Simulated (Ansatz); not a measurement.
CrCuO2:

```
Cu Cr O
1.0
     1.48670    0.85835    5.70000
    -1.48670    0.85835    5.70000
     0.00000   -1.71669    5.70000
Cu Cr O
1 1 2
Direct
  0.00000 0.00000 0.00000
  0.50000 0.50000 0.50000
  0.89208 0.89208 0.89208
  0.10792 0.10792 0.10792
```

Base run:

| Item | Value |
| --- | --- |
| Program | Ansatz 0.2.0 |
| Functional | LDA |
| Potentials or basis | Ansatz PAW |
| Cutoff | 420 eV (not typed: the program's choice for these potentials) |
| k mesh | 10 × 10 × 10 |
| Occupations | fermi-dirac, width 0.05 eV |
| Spin | collinear spin, ferromagnetic start |
| Starting moments | [0.6, 3.0, 0.0, 0.0] μB |

Its results: band gap on the k mesh 0.75 eV, indirect (least direct gap 0.95 eV); pressure -10.2 GPa; net moment 3.00 μB per cell; site moments Cu +0.01; Cr +2.39; O +0.01 μB; largest force 0.076 eV/Å.

The run is repeated on the same cell with these changes: functional from LDA to BLYP. What comes out?

Band gap on the k mesh 1.08 eV, indirect (least direct gap 1.42 eV); pressure 10.3 GPa; net moment 3.00 μB per cell; site moments Cu +0.02; Cr +2.40; O +0.02 μB; largest force 0.079 eV/Å.

BLYP binds less tightly than LDA, so the same cell stands under more pressure.

Caveats: only a ferromagnetic start was run, and an antiferromagnetic order may lie lower in energy; the PAW data sets come from PBE, with cores solved anew for the run's functional, which leaves a small shift of forces and pressure.
